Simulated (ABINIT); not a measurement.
# SnTe (Fm-3m) in ABINIT: notebook, part 2 of 2

ABINIT 10.8.3 (patched build).

## 4. Equation of state, WC

run.abi reads:

```
# Datasets: one volume each
ndtset 7
getwfk -1
scalecart1 3*0.9795861087
scalecart2 3*0.9864848297
scalecart3 3*0.9932883884
scalecart4 3*1.0000000000
scalecart5 3*1.0066227096
scalecart6 3*1.0131594038
scalecart7 3*1.0196128224

# Pseudopotentials
pp_dirpath "./"
pseudos "Te.GGA_PBE-JTH.xml, Sn.GGA_PBE-JTH_sp.xml"

# Structure
acell 4.455974803 4.455974803 4.455974803 Angstrom
rprim
     0.0000000000     0.7071067812     0.7071067812
     0.7071067812     0.0000000000     0.7071067812
     0.7071067812     0.7071067812     0.0000000000
ntypat 2
znucl 52 50
natom 2
typat 1 2
xred
     0.5000000000     0.5000000000     0.5000000000
     0.0000000000     0.0000000000     0.0000000000

# Plane-wave basis
ecut 408.170794 eV
pawecutdg 30.0

# k points
kptopt 1
ngkpt 7 7 7
nshiftk 1
shiftk 0.0 0.0 0.0

# Exchange and correlation
ixc 23

# Bands and occupations
nband 9
occopt 3
tsmear 0.05 eV

# SCF cycle
nstep 100
tolvrs 1.0e-9

# Output
iomode 3
prtwf 1
prtden 0
prteig 0
prtebands 0
enunit 2
```

Potentials or basis: JTH PAW PBE v2.0 sp.

Command:

```
$ abinit run.abi > log 2>&1
```

run.abo:

```text
.Version 10.8.3 of ABINIT
 DATASET    1 : space group Fm -3 m (#225); Bravais cF (face-center cubic)
================================================================================
 Values of the parameters that define the memory need for DATASET  1.
     intxc =       0    ionmov =       0      iscf =      17    lmnmax =      13
     lnmax =       5     mgfft =      30  mpssoang =       3    mqgrid =    3001
     natom =       2  nloc_mem =       2    nspden =       1   nspinor =       1
    nsppol =       1      nsym =      48    n1xccc =       1    ntypat =       2
    occopt =       3   xclevel =       2
       mpw =        1117          nfft =       27000          nkpt =          20
 PAW method is used; the additional fine FFT grid is defined by:
   mgfftf=        45    nfftf =     91125
================================================================================
================================================================================
[... 71 lines left out ...]
 DATASET    7 : space group Fm -3 m (#225); Bravais cF (face-center cubic)
[... 1479 lines left out ...]
                      -0.0000000000E+00 -0.0000000000E+00 -0.0000000000E+00
            fcart5    -0.0000000000E+00 -0.0000000000E+00 -0.0000000000E+00
                      -0.0000000000E+00 -0.0000000000E+00 -0.0000000000E+00
[... 38 lines left out ...]
                       0.0000000000E+00  0.0000000000E+00  0.0000000000E+00
           xangst1     3.0865288907E+00  3.0865288907E+00  3.0865288907E+00
                       0.0000000000E+00  0.0000000000E+00  0.0000000000E+00
           xangst2     3.1082657257E+00  3.1082657257E+00  3.1082657257E+00
                       0.0000000000E+00  0.0000000000E+00  0.0000000000E+00
           xangst3     3.1297027186E+00  3.1297027186E+00  3.1297027186E+00
                       0.0000000000E+00  0.0000000000E+00  0.0000000000E+00
           xangst4     3.1508500001E+00  3.1508500001E+00  3.1508500001E+00
                       0.0000000000E+00  0.0000000000E+00  0.0000000000E+00
           xangst5     3.1717171646E+00  3.1717171646E+00  3.1717171646E+00
                       0.0000000000E+00  0.0000000000E+00  0.0000000000E+00
           xangst6     3.1923133075E+00  3.1923133075E+00  3.1923133075E+00
                       0.0000000000E+00  0.0000000000E+00  0.0000000000E+00
           xangst7     3.2126470615E+00  3.2126470615E+00  3.2126470615E+00
                       0.0000000000E+00  0.0000000000E+00  0.0000000000E+00
             xred      5.0000000000E-01  5.0000000000E-01  5.0000000000E-01
                       0.0000000000E+00  0.0000000000E+00  0.0000000000E+00
 Calculation completed.
```

It took 39 s on 1 thread of Arm Neoverse V2, shared host; peak memory 0.14 GiB.

What came out:

- Equilibrium volume: 31.07 Å³/atom
- Bulk modulus: 48 GPa
- Pressure derivative of the bulk modulus: 4.5

Energy against volume, from the lowest point:
```
volume (Å³/atom)  energy (meV/atom)
          29.404              14.67
          30.030               5.37
          30.656               0.64
          31.281               0.00
          31.907               3.03
          32.532               9.34
          33.158              18.59
```

Caveat: the cutoff is too short for stress, so the log's stress isn't used; pressures at fixed basis lie under the slope of the energies; this odd mesh misses L, where the gap lies, so gap, dielectric constants and Born charges aren't listed; the PAW data sets were made with another functional, which shifts forces and pressure a little; this set keeps more shells in the core, which shifts pressures and gaps. Spin-orbit coupling is left out, which matters for the levels of Te.

## 5. Band structure, SOGGA

run.abi reads:

```
# Datasets: ground state, then fixed potential
ndtset 2

# Pseudopotentials
pp_dirpath "./"
pseudos "Te.GGA_PBE-JTH.xml, Sn.GGA_PBE-JTH.xml"

# Structure
acell 3*1.0
rprim
     0.0000000000     5.9542435598     5.9542435598
     5.9542435598     0.0000000000     5.9542435598
     5.9542435598     5.9542435598     0.0000000000
ntypat 2
znucl 52 50
natom 2
typat 1 2
xred
     0.5000000000     0.5000000000     0.5000000000
     0.0000000000     0.0000000000     0.0000000000

# Plane-wave basis
ecut 15.0
pawecutdg 30.0

# Exchange and correlation
ixc -150130

# Bands and occupations
occopt 3
tsmear 0.00183747

# SCF cycle
nstep 100

# Output
iomode 3
prtwf 0
prteig 0
prtebands 0
enunit 2
prtden1 1

# Dataset 1
kptopt1 1
ngkpt1 7 7 7
nshiftk1 1
shiftk1 0.0 0.0 0.0
nband1 14
tolvrs1 1.0e-9

# Dataset 2: bands along G-X-W-K-G-L-U-W-L-K
iscf2 -2
getden2 1
nband2 18
nbdbuf2 2
tolwfr2 1.0e-12
kptopt2 -9
ndivsm2 8
prteig2 1
kptbounds2
     0.0000000000     0.0000000000     0.0000000000
     0.5000000000     0.0000000000     0.5000000000
     0.5000000000     0.2500000000     0.7500000000
     0.3750000000     0.3750000000     0.7500000000
     0.0000000000     0.0000000000     0.0000000000
     0.5000000000     0.5000000000     0.5000000000
     0.6250000000     0.2500000000     0.6250000000
     0.5000000000     0.2500000000     0.7500000000
     0.5000000000     0.5000000000     0.5000000000
     0.3750000000     0.3750000000     0.7500000000
```

Potentials or basis: JTH PAW PBE v2.0.

Command:

```
$ abinit run.abi > log 2>&1
```

run.abo:

```text
.Version 10.8.3 of ABINIT
 DATASET    1 : space group Fm -3 m (#225); Bravais cF (face-center cubic)
================================================================================
 Values of the parameters that define the memory need for DATASET  1.
     intxc =       0    ionmov =       0      iscf =      17    lmnmax =      18
     lnmax =       6     mgfft =      30  mpssoang =       3    mqgrid =    3001
     natom =       2  nloc_mem =       2    nspden =       1   nspinor =       1
    nsppol =       1      nsym =      48    n1xccc =       1    ntypat =       2
    occopt =       3   xclevel =       2
       mpw =        1187          nfft =       27000          nkpt =          20
 PAW method is used; the additional fine FFT grid is defined by:
   mgfftf=        45    nfftf =     91125
================================================================================
================================================================================

 DATASET    2 : space group Fm -3 m (#225); Bravais cF (face-center cubic)
[... 2447 lines left out ...]
  -4.15015   -3.63209    2.13892    2.16879    3.28737    4.65885    7.27869    7.72321
  10.10397   11.19504

== END DATASET(S) ==============================================================
================================================================================

 -outvars: echo values of variables after computation  --------
            acell      1.0000000000E+00  1.0000000000E+00  1.0000000000E+00 Bohr
           etotal1    -7.7988816566E+01
            fcart1    -0.0000000000E+00 -0.0000000000E+00 -0.0000000000E+00
                      -0.0000000000E+00 -0.0000000000E+00 -0.0000000000E+00
            rprim      0.0000000000E+00  5.9542435598E+00  5.9542435598E+00
                       5.9542435598E+00  0.0000000000E+00  5.9542435598E+00
                       5.9542435598E+00  5.9542435598E+00  0.0000000000E+00
           strten1     4.9156129314E-05  4.9156129314E-05  4.9156129314E-05
                       0.0000000000E+00  0.0000000000E+00  0.0000000000E+00
           xangst      3.1508499979E+00  3.1508499979E+00  3.1508499979E+00
                       0.0000000000E+00  0.0000000000E+00  0.0000000000E+00
             xred      5.0000000000E-01  5.0000000000E-01  5.0000000000E-01
                       0.0000000000E+00  0.0000000000E+00  0.0000000000E+00
 Calculation completed.
```

Run time: 65 s. Hardware: 1 thread of Arm Neoverse V2, shared host; peak memory 0.15 GiB.

Results:

```yaml
Free_energy: -2122.1838 eV
Valence_electrons_inside_the_program's_atomic_spheres: Te 3.12; Sn 11.79
```

Levels at the corners of the path, in eV from the Fermi level:
```tsv
point	band 8	band 9	band 10	band 11	band 12	band 13
Γ	-2.16	-2.16	-2.16	3.42	3.42	3.42
X	-5.67	-3.79	-3.79	1.96	4.98	4.98
W	-4.91	-4.91	-0.84	0.81	4.51	4.51
K	-5.27	-3.29	-2.77	3.00	3.03	4.14
Γ	-2.16	-2.16	-2.16	3.42	3.42	3.42
L	-1.83	-1.83	-0.13	0.10	0.30	0.30
U	-5.27	-3.29	-2.77	3.00	3.03	4.14
W	-4.91	-4.91	-0.84	0.81	4.51	4.51
L	-1.83	-1.83	-0.13	0.10	0.30	0.30
K	-5.27	-3.29	-2.77	3.00	3.03	4.14
```

Caveat: the cutoff is too short for stress, so the log's stress isn't used; this odd mesh misses L, where the gap lies, so gap, dielectric constants and Born charges aren't listed; the PAW data sets were made with another functional, which shifts forces and pressure a little; spin-orbit coupling is left out, which moves the levels of the heavy elements.

## 6. The runs side by side

```tsv
task	level	potentials or basis	V0 of scaled cells (Å³/atom)	B0 (GPa)
equation of state	BP86+D2	JTH PAW PBE v2.0	30.70	41
band structure	LDA	JTH PAW LDA v2.0 sp	-	-
equation of state	WC	JTH PAW PBE v2.0 sp	31.07	48
band structure	SOGGA	JTH PAW PBE v2.0	-	-
```

Alike in all rows: no spin polarisation; cell as given; k mesh 7 × 7 × 7; cutoff (eV) 408; smearing fermi-dirac 0.05 eV.

Caveats: the PAW data sets were made with another functional, which shifts forces and pressure a little (some runs); pressures at fixed basis lie under the slope of the energies (some runs); spin-orbit coupling is left out, which moves the levels of the heavy elements (some runs); this set keeps more shells in the core, which shifts pressures and gaps (some runs).

Absolute energies hang on the potentials; compare differences alone.

## 7. How close it comes

Step 3. Measured gap of SnTe: 0.18 eV (direct; 300 K; a printed reference work, textbook). This calculation gives 0.11 eV (-0.07 eV). Spin-orbit coupling on Sn, Te is left out. The value is that of LDA, without temperature or zero-point motion. Semilocal functionals fall short of measured gaps as a rule.
